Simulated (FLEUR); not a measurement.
# SnTe under changes of volume

One of the cells (47.091 Å³/atom); the others are scaled copies at fixed shape and fractional positions:

```xyz
2
Lattice="0.0000 3.6111 3.6111 3.6111 0.0000 3.6111 3.6111 3.6111 0.0000" Properties=species:S:1:pos:R:3 pbc="T T T"
Te    1.8056    1.8056    1.8056
Sn    0.0000    0.0000    0.0000
```

Measurements of this composition are mostly on another form, of space group No. 225.

| Quantity | Value |
| --- | --- |
| Program | FLEUR MaX-R8.1 (later development tree) |
| Functional | SCAN |
| Potentials or basis | all-electron |
| Basis | FLAPW |
| Kmax | 4.1 1/bohr |
| k mesh | 7 × 7 × 7 |
| Occupations | fermi-dirac, width 0.05 eV |
| Spin | no spin polarisation |

| volume (Å³/atom) | energy over the lowest point (meV/atom) | gap on the mesh (eV) |
| --- | --- | --- |
| 44.265 | ? | ? |
| 45.207 | 0.00 | 0.26 |
| 47.091 | 2.57 | 0.37 |
| 48.974 | 16.52 | 0.46 |
| 49.916 | 26.55 | 0.50 |

Question: What does the run at 44.265 Å³/atom give?

Answer: Energy over the lowest point 3.57 meV/atom; gap on the mesh 0.21 eV.

Worked out: A Birch-Murnaghan fit of order 2 (a polynomial in V^(-2/3)) to the other rows has its minimum at 45.72 Å³/atom with B0 = V·E''(V) = 26 GPa. It gives 3.49 meV/atom at 44.265 Å³/atom, against the run's 3.57. A straight line through the other rows of the gap, of slope 2.42 eV per unit of ln V, extrapolates to 0.21 eV, against the run's 0.21.

Energies are extrapolated to zero smearing.

Caveats: the meta-GGA is that of a development version, with a GGA for the radial functions and cores and without core tails; spin-orbit coupling is left out, which moves the levels of the heavy elements; an odd mesh through Γ misses points on the zone boundary, where band edges often lie.
